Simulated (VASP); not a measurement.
Crystal: GePt.

```
CELL_PARAMETERS angstrom
3.00045 0.00000 0.00000
0.00000 3.00045 0.00000
0.00000 0.00000 3.93683
ATOMIC_POSITIONS crystal
Ge 0.00000 0.00000 0.50000
Pt 0.50000 0.50000 0.00000
```

The cell was built by a generator and needn't be a form met in nature.

* Program: VASP 6.6.1
* Task: relaxation of cell and atoms
* Functional: PBE
* Potentials or basis: VASP PAW PBE potentials, release 64 (Ge_d, Pt)
* Cutoff: 520 eV
* k mesh: 7 × 7 × 5
* Occupations: gaussian, width 0.15 eV
* Spin: no spin polarisation

At the start: pressure -8.6 GPa; volume 17.72 Å³/atom.

How do energy, volume and symmetry change on relaxing?

Over 11 steps the energy falls by 130.3 meV/atom and the volume is 16.09 Å³/atom (-9.2 %); space group Pm-3m (No. 221, to 0.05 Å).

Step by step:
| step | energy change (eV) | largest force (eV/Å) | pressure (GPa) | volume (Å³) |
| --- | --- | --- | --- | --- |
| 1 | 0.0000 | 0.0000 | -8.58 | 35.44 |
| 2 | -0.0324 | 0.0000 | 11.02 | 30.78 |
| 3 | -0.0833 | 0.0000 | 0.56 | 32.76 |
| 4 | -0.0831 | 0.0000 | 1.38 | 32.59 |
| 5 | -0.1298 | 0.0000 | 1.73 | 32.53 |
| 6 | -0.2410 | 0.0000 | 2.42 | 32.14 |
| 7 | -0.0956 | 0.0000 | 13.15 | 30.26 |
| 8 | -0.2549 | 0.0000 | 2.04 | 31.76 |
| 9 | -0.2487 | 0.0000 | -2.49 | 33.45 |
| 10 | -0.2615 | 0.0000 | -0.83 | 32.34 |
| 11 | -0.2607 | 0.0000 | 0.04 | 32.18 |

Final structure:
```
CELL_PARAMETERS angstrom
3.17436 0.00000 0.00000
0.00000 3.17436 0.00000
0.00000 0.00000 3.19341
ATOMIC_POSITIONS crystal
Ge 0.00000 0.00000 0.50000
Pt 0.50000 0.50000 0.00000
```
